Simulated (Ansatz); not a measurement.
Cs4Sn2I11: course of a relaxation

These are results of DFT LDA, scalar-relativistic, plane waves, PAW in Ansatz, not measurements. Run with 420 eV cutoff, 3×3×3 k-mesh, Gaussian smearing of 0.10 eV, no spin polarisation.

What was changed: I vacancy (site e), charge +0, atoms relaxed at the host's cell.

A cell with an odd number of electrons and no spin polarisation is a metal by construction and may be lower with spin. Spin-orbit coupling is left out, which matters for the bands and energies of heavy elements.

In a supercell of 17 atoms the defect feels its periodic images, and the cell reads as a metal on the mesh, so a level in the gap can't be told from a carrier in the bands.

Spin polarisation was left out.

Command:

```bash
ansatz run input.yaml --threads 4 --pin off --max-ram 8192MiB --backend cpu --events-out ev --progress --plain --runs-dir out
```

Input:

```yaml
crystal:
  lattice:
    - [5.6412849885, -5.6412849885, 0.0]
    - [-5.6412849885, -5.6412849885, 0.0]
    - [0.0, 0.0, -11.282569977]
  atoms:
    - { symbol: Cs, position: [0.5, 0.0, 0.25] }
    - { symbol: Cs, position: [0.0, 0.5, 0.75] }
    - { symbol: Cs, position: [0.5, 0.0, 0.75] }
    - { symbol: Cs, position: [0.0, 0.5, 0.25] }
    - { symbol: Sn, position: [0.5, 0.5, 0.5] }
    - { symbol: Sn, position: [0.0, 0.0, 0.0] }
    - { symbol: I, position: [0.2475845686, 0.7524154314, 0.5] }
    - { symbol: I, position: [0.2524154314, 0.2524154314, 0.0] }
    - { symbol: I, position: [0.7524154314, 0.7524154314, 0.5] }
    - { symbol: I, position: [0.7475845686, 0.7475845686, 0.0] }
    - { symbol: I, position: [0.2475845686, 0.2475845686, 0.5] }
    - { symbol: I, position: [0.2524154314, 0.7475845686, 0.0] }
    - { symbol: I, position: [0.7524154314, 0.2475845686, 0.5] }
    - { symbol: I, position: [0.5, 0.5, 0.7524154314] }
    - { symbol: I, position: [0.0, 0.0, 0.2524154314] }
    - { symbol: I, position: [0.5, 0.5, 0.2475845686] }
    - { symbol: I, position: [0.0, 0.0, 0.7475845686] }
basis:
  ecutwfc: 420
  xc_grid: 2
kpoints:
  mp_grid: { grid: [3, 3, 3], shift: [0.0, 0.0, 0.0] }
hamiltonian:
  xc: lda
scf:
  occupations: { method: gaussian, width: 0.1 }
output:
  forces: true
  stress: false
  eigenvalues: true
  write_density: true
  write_potential: true
  elf: true
  volumetric_format: npy
relax:
  adjacent_minimum: "off"
  f_tol: 0.025
  max_steps: 45
```

F is the free energy.

Steps:

```tsv
step	F − F(1) (eV)	largest force component (eV/Å)
1	0.0000	0.925
2	-0.2057	0.552
3	-0.2636	0.148
4	-0.2754	0.078
5	-0.2805	0.044
6	-0.2816	0.018
```

Relaxed structure:

```
CELL_PARAMETERS angstrom
5.64128 -5.64128 0.00000
-5.64128 -5.64128 0.00000
0.00000 0.00000 -11.28257
ATOMIC_POSITIONS crystal
Cs 0.48813 0.99406 0.26095
Cs 0.00594 0.51187 0.73905
Cs 0.48813 0.99406 0.73905
Cs 0.00594 0.51187 0.26095
Sn 0.50517 0.49483 0.50000
Sn 0.02535 0.97465 0.00000
I 0.24670 0.75330 0.50000
I 0.24962 0.25737 0.00000
I 0.75562 0.75505 0.50000
I 0.74263 0.75038 0.00000
I 0.24495 0.24438 0.50000
I 0.26925 0.73075 0.00000
I 0.75963 0.24037 0.50000
I 0.50867 0.49133 0.75682
I 0.97400 0.02600 0.24799
I 0.50867 0.49133 0.24318
I 0.97400 0.02600 0.75201
```

The run converged. The run took 110 s on 4 threads of Intel(R) Xeon(R) 6975P-C (Granite Rapids) (shared host), peak memory 2.5 GiB.